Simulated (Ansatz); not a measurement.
Zinc-blende AlSb

Method: r²SCAN (Ansatz, an electronic-structure program, PAW).

Settings: plane-wave cutoff 560 eV, 10×10×10 k mesh, Fermi–Dirac smearing 0.01 eV, scalar-relativistic PAW data made under PBE.

Cell: measured lattice: a = 6.1355 Å, b = 6.1355 Å, c = 6.1355 Å, α = 90.00°, β = 90.00°, γ = 90.00°.

For zinc-blende AlSb, the band gap comes out as 1.48 eV and the smallest direct gap on the k points sampled is 2.21 eV. The width of the whole s-p valence band is 11.16 eV.

Measured, for comparison: band gap 1.73 eV (zero-point renormalisation of 35 meV (experimental, the table's column) added back here, indirect; inputs from Miglio et al. (2020), arXiv:2011.12765).

Note: cell and atoms aren't relaxed at this level (pressure 1.2 GPa).

Spin–orbit coupling is not included; with these elements it can move the gap by several tenths of an eV or more.

The computed numbers hold no vibrational or temperature effects.

Cost on a shared machine: about 26 core-seconds (a rough figure).
